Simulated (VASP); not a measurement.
Set up this calculation in VASP 6.6.1, as the native input.

```
Task                   : relaxation of cell and atoms
Functional             : PBEsol
Potentials or basis    : VASP PAW PBE potentials, release 64 (In_d, P)
Cutoff                 : 600 eV
k mesh                 : 8 × 8 × 8
Occupations            : gaussian, width 0.03 eV
Spin                   : no spin polarisation
Further INCAR settings : ALGO = Normal; EDIFF = 1e-07; IBRION = 2; EDIFFG = -0.005; NSW = 90; ISIF = 3
```

The structure of InP lies in POSCAR:

```
InP                                     
1.0
   -0.0000000000      2.9393308163      2.9393308163
    2.9393308163      0.0000000000      2.9393308163
    2.9393308163      2.9393308163      0.0000000000
  In              P             
     1     1
Direct
     0.0000000000000000    0.0000000000000000    0.0000000000000000
     0.2500000000000000    0.2500000000000000    0.2500000000000000
```

These files were run (other wordings do the same):

INCAR

```
PREC = Accurate
ENCUT = 600
EDIFF = 1E-7
ISMEAR = 0
SIGMA = 0.03
LREAL = False
LASPH = True
NELM = 80
ALGO = Normal
ISIF = 3
LWAVE = False
LCHARG = False
GGA = PS
IBRION = 2
NSW = 90
EDIFFG = -0.005
```

KPOINTS

```
Automatic mesh
0
Gamma
  8 8 8
```

Potentials or basis: VASP PAW PBE potentials, release 64 (In_d, P).

Launch:

```sh
$ cat potpaw_PBE.64/In_d/POTCAR potpaw_PBE.64/P/POTCAR > POTCAR
$ mpirun -np 1 vasp_std > vasp.out
```

It gave:

- Pressure after relaxing: 0.0 GPa
- Band gap on the k mesh: 0.57 eV, direct

Caveat: the relaxation stopped at its first step, so nothing moved; the PAW data sets were made with another functional, which shifts forces and pressure a little; spin-orbit coupling is left out, which moves the levels of the heavy elements.

Run time: 12 s on 1 thread of Intel(R) Xeon(R) 6975P-C (Granite Rapids) (shared host), peak memory 0.2 GiB.
